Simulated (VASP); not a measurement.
**VASP 6.6.1 run: MgO**

INCAR

```
NSW = 0
IBRION = -1
ISIF = 2
NBANDS = 16
LASPH = .TRUE.
SIGMA = 0.02
EDIFF = 1E-7
GGA = PE
LREAL = .FALSE.
NELM = 71
LWAVE = .FALSE.
ENCUT = 600
LCHARG = .FALSE.
ISMEAR = -1
NELECT = 16.02
PREC = Accurate
```

KPOINTS

```
KPOINTS created by Atomic Simulation Environment
0
Gamma
12 12 6
0 0 0
```

POSCAR

```
Mg O
 1.0000000000000000
     3.2882172281021651   -0.0000000000288675    0.0000000000000000
    -1.6441086140260825    2.8476796527125590    0.0000000000000000
     0.0000000000000000    0.0000000000000000    5.0847099375000004
 Mg  O
   2   2
Cartesian
  0.0000000000166667  1.8984531017987500 -0.0423310963688783
  1.6441086140594163  0.9492265508849415  2.5000238723811226
  0.0000000000166667  1.8984531017987500  1.9490973229313788
  1.6441086140594163  0.9492265508849415  4.4914522916813793
```

The recommended PBE PAW datasets give the neutral cell 16 valence electrons.

Command

```
mpirun -np 1 vasp_std
```

Problem. Predict the outcome of this run.

Solution. It converged. Results: pressure 3.0 GPa; largest force 0.01 eV/Å.

OSZICAR

```
N       E                     dE             d eps       ncg     rms          rms(c)
DAV:   1     0.687522721341E+02    0.68752E+02   -0.80777E+03  2432   0.989E+02
DAV:   2    -0.231226428581E+02   -0.91875E+02   -0.83795E+02  3312   0.206E+02
DAV:   3    -0.277169759332E+02   -0.45943E+01   -0.45829E+01  2856   0.479E+01
DAV:   4    -0.277361303171E+02   -0.19154E-01   -0.19154E-01  2928   0.363E+00
DAV:   5    -0.277362275429E+02   -0.97226E-04   -0.97225E-04  2848   0.248E-01    0.117E+01
DAV:   6    -0.234959063460E+02    0.42403E+01   -0.12389E+01  2432   0.263E+01    0.390E+00
DAV:   7    -0.234448640886E+02    0.51042E-01   -0.17655E-01  2480   0.336E+00    0.221E+00
DAV:   8    -0.234381281127E+02    0.67360E-02   -0.98957E-02  2576   0.346E+00    0.512E-01
DAV:   9    -0.234356605492E+02    0.24676E-02   -0.30077E-03  3040   0.508E-01    0.187E-01
DAV:  10    -0.234363443603E+02   -0.68381E-03   -0.16172E-03  2488   0.267E-01    0.285E-02
DAV:  11    -0.234363658176E+02   -0.21457E-04   -0.14105E-05  2928   0.261E-02    0.204E-02
DAV:  12    -0.234363662779E+02   -0.46027E-06   -0.93416E-06  2472   0.268E-02    0.230E-03
DAV:  13    -0.234363662457E+02    0.32155E-07   -0.47754E-07  2824   0.516E-03
   1 F= -.23436366E+02 E0= -.23436342E+02  d E =-.479867E-04
```

The cell is charged and sits in a uniform background.

For comparison, a separate PBE run of the intended cell, on usual settings and not on those above, gives a gap of 3.52 eV on its mesh and a pressure of 2.4 GPa.
